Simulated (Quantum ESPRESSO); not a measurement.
Crystal: CsPbCl3.

```xyz
5
Lattice="5.6050 0.0000 0.0000 0.0000 5.6050 0.0000 0.0000 0.0000 5.6050" Properties=species:S:1:pos:R:3 pbc="T T T"
Pb    2.8025    2.8025    2.8025
Cs    0.0000    0.0000    0.0000
Cl    2.8025    0.0000    2.8025
Cl    0.0000    2.8025    2.8025
Cl    2.8025    2.8025    0.0000
```

Base run:

- Program: Quantum ESPRESSO 7.5
- Functional: PBEsol
- Potentials or basis: GBRV 1.5 PBEsol
- Cutoff: 612 eV
- Density cutoff: 4898 eV
- k mesh: 5 × 5 × 5
- Occupations: fermi-dirac, width 0.05 eV
- Spin: no spin polarisation

Its results: pressure 0.1 GPa.

Task: The run is repeated on the same cell with these changes: functional from PBEsol to PBE; potentials or basis from GBRV 1.5 PBEsol to SSSP 1.3 efficiency PBE; cutoff from 612 eV to 748 eV; density cutoff from 4898 eV to 5987 eV. What comes out?

Result: Pressure 1.7 GPa.

Not every run made on this cell is shown here.
